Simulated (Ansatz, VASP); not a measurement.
# Two plane-wave programs on TiC

```xyz
2
Lattice="0.0000 2.1665 2.1665 2.1665 0.0000 2.1665 2.1665 2.1665 0.0000" Properties=species:S:1:pos:R:3 pbc="T T T"
Ti    0.0000    0.0000    0.0000
C     2.1665    2.1665    2.1665
```

Alike in both runs: functional PBE; k mesh 16 × 16 × 16; occupations gaussian, width 0.1 eV; no spin polarisation.

Ansatz relaxed the structure, and its values are those at the end. VASP's run is a single point on that final structure, the one shown.

```csv
,VASP,Ansatz
version,VASP 6.6.1,Ansatz 0.2.0
potentials or method,"VASP PAW PBE potentials, release 64 (Ti_sv, C)","scalar-relativistic, plane waves, PAW"
plane-wave cutoff (eV),520,420
valence electrons in the cell,16,16
```

|  | VASP | Ansatz | Ansatz less VASP |
| --- | --- | --- | --- |
| gap on the k mesh at the Fermi level (eV) | none | none | - |
| pressure (GPa) | 0.2 | 0.0 | -0.21 |

A gap of «none» marks a metal or a gap that the smearing closes. With one functional, cell and mesh, what is left measures potentials, basis and numerics.
